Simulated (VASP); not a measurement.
Input of a VASP 6.6.1 run:

INCAR

```
  ALGO = Normal
  DIPOL = 0.5 0.5 0.500
  EDIFF = 1E-6
  ENCUT = 520
  GGA = PE
  IDIPOL = 3
  ISIF = 2
  ISMEAR = 0
  LASPH = T
  LCHARG = F
  LDIPOL = T
  LREAL = F
  LWAVE = F
  NBANDS = 14
  NELM = 100
  PREC = Accurate
  SIGMA = 0.1
```

Contents of KPOINTS:

```
k-points
0
Gamma
  6 6 1
```

Contents of POSCAR:

```
P
1.0
    5.6728780000      0.0000000000      0.0000000000
   -2.8364390000      4.9128560000      0.0000000000
    0.0000000000      0.0000000000     14.0000000000
P
3
Direct
    0.5020676100      0.4979323900      0.5000000000
    0.5020676100      0.0041352200      0.5000000000
    0.9958647800      0.4979323900      0.5000000000
```

Potentials or basis: VASP PAW PBE potentials, release 64 (P).

Launch:

```sh
$ cat potpaw_PBE.64/P/POTCAR > POTCAR
$ mpirun -np 1 vasp_std > vasp.out
```

Question: Estimate the largest force.

Answer: 1.461 eV/Å.

Question: Estimate the band gap on the k mesh.

Answer: None (metal or under the smearing width).

Forces on the atoms (eV/Å):
```
P    1.265 -0.731  0.000
P    0.000  1.461  0.000
P   -1.265 -0.731  0.000
```
